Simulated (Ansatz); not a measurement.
How far PBE and r2SCAN part for GaN, N → B

The parent structure is GaN in the wurtzite structure (space group P6_3mc, No. 186; a = 3.219 Å, c = 5.244 Å).

(Cell as relaxed with PBE.)

Levels (all Ansatz, a program for electronic structure, PAW, earlier PAW set): PBE (420 eV, no spin-orbit coupling); r2SCAN (500 eV, scalar-relativistic without spin-orbit coupling).

Each level relaxes its own structure.

| base | PBE | r2SCAN |
|---|---|---|
| volume per atom | 11.76 Å³ | 11.37 Å³ |
| lattice parameter a | 3.219 Å | 3.183 Å |
| band gap | 1.71 eV | 2.35 eV |

The change: every N is replaced by B; the structure is relaxed again.

| quantity | PBE | r2SCAN |
|---|---|---|
| space group | P6_3/mmc (No. 194) | … |
| shortest interatomic distance | 2.140 Å | … |

### Question
Predict the r2SCAN column.

### Answer

- space group, r2SCAN: P6_3/mmc (No. 194)
- shortest interatomic distance, r2SCAN: 2.124 Å

PBE's shortest interatomic distance lies 0.016 Å above r2SCAN's (0.7 %); the two agree on the space group. Neither level is exact; r2SCAN is the comparison here, not a measurement.

Whether these cells are dynamically stable was not tested. As relaxed here, GaB is a hypothetical phase, not in the database extracts checked. The final runs are not spin-polarised.
